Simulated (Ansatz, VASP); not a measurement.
## Ca in VASP and in Ansatz

The input INCAR:

```
PREC = Accurate
ENCUT = 520
EDIFF = 1E-6
ISMEAR = -1
SIGMA = 0.05
LREAL = F
LASPH = T
NELM = 80
ALGO = Fast
ISIF = 2
LWAVE = F
LCHARG = F
GGA = PE
NBANDS = 11
```

Contents of KPOINTS:

```
Automatic mesh
0
Gamma
  8 8 8
```

The input POSCAR:

```
Ca
1.0
   -2.1942728835      2.1942728835      2.1942728835
    2.1942728835     -2.1942728835      2.1942728835
    2.1942728835      2.1942728835     -2.1942728835
Ca
1
Direct
    0.0000000000      0.0000000000      0.0000000000
```

The input input.yaml:

```yaml
crystal:
  lattice:
    - [-2.1942728835, 2.1942728835, 2.1942728835]
    - [2.1942728835, -2.1942728835, 2.1942728835]
    - [2.1942728835, 2.1942728835, -2.1942728835]
  atoms:
    - { symbol: Ca, position: [0.0, 0.0, 0.0] }
kpoints:
  mp_grid: { grid: [8, 8, 8] }
scf:
  occupations: { method: fermi_dirac, width: 0.05 }
hamiltonian:
  xc: pbe
  pseudopotentials: { kind: all_electron, lapw: { basis_error: 0.0005 } }
output:
  forces: true
  stress: true
  eigenvalues: true
```

Change from the starting cell: volume scaled by 0.94.

Alike in both runs: task single point; functional PBE; k mesh 8 × 8 × 8; occupations fermi-dirac, width 0.05 eV; no spin polarisation.

|  | VASP | Ansatz |
| --- | --- | --- |
| version | VASP 6.6.1 | Ansatz 0.2.0 |
| potentials or method | VASP PAW PBE potentials, release 64 (Ca_sv) | all-electron LAPW, scalar-relativistic |
| plane-wave cutoff (eV) | 520 | see its input |

```csv
,VASP,Ansatz,Ansatz less VASP
gap on the k mesh at the Fermi level (eV),none,none,-
pressure (GPa),0.0,0.0,-0.01
```

A gap of «none» marks a metal or a gap that the smearing closes. Ansatz ran all-electron here, so the differences hold the error of VASP's frozen core and of both bases.
